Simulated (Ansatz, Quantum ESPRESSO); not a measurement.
PtSe2: 3 runs at one level of theory

```
Pt Se
1.0
     3.72400    0.00000    0.00000
    -1.86200    3.22508    0.00000
     0.00000    0.00000    5.06200
Pt Se
1 2
Direct
  0.00000 0.00000 0.00000
  0.66667 0.33333 0.75000
  0.33333 0.66667 0.25000
```

Alike in all runs: task band structure; functional LDA; k mesh 8 × 8 × 5; occupations fermi-dirac, width 0.05 eV; no spin polarisation; no spin-orbit coupling. LDA stands for any of its common fits. Pressure is positive in compression and, in plane waves, holds the error of the finite cutoff, which Ansatz's Pulay term estimates and takes out.

```csv
program and potentials,plane-wave cutoff (eV),notes,pressure (GPa),largest force (eV/Å)
"Ansatz, Ansatz PAW",420,"potentials made for PBE, which Ansatz adapts in part; Pulay term of +0.04 GPa included",-0.48,0.196
"Quantum ESPRESSO, PseudoDojo 0.4.1 SR LDA standard",1170,-,-0.58,0.192
"Ansatz, all-electron LAPW, scalar-relativistic",-,-,?,?
```

Problem. Estimate from the other rows what the run with Ansatz, all-electron LAPW, scalar-relativistic gave.

Solution. Pressure -0.45 GPa; largest force 0.196 eV/Å. The other rows, which needn't bracket it: pressure -0.58 to -0.48; largest force 0.192 to 0.196.
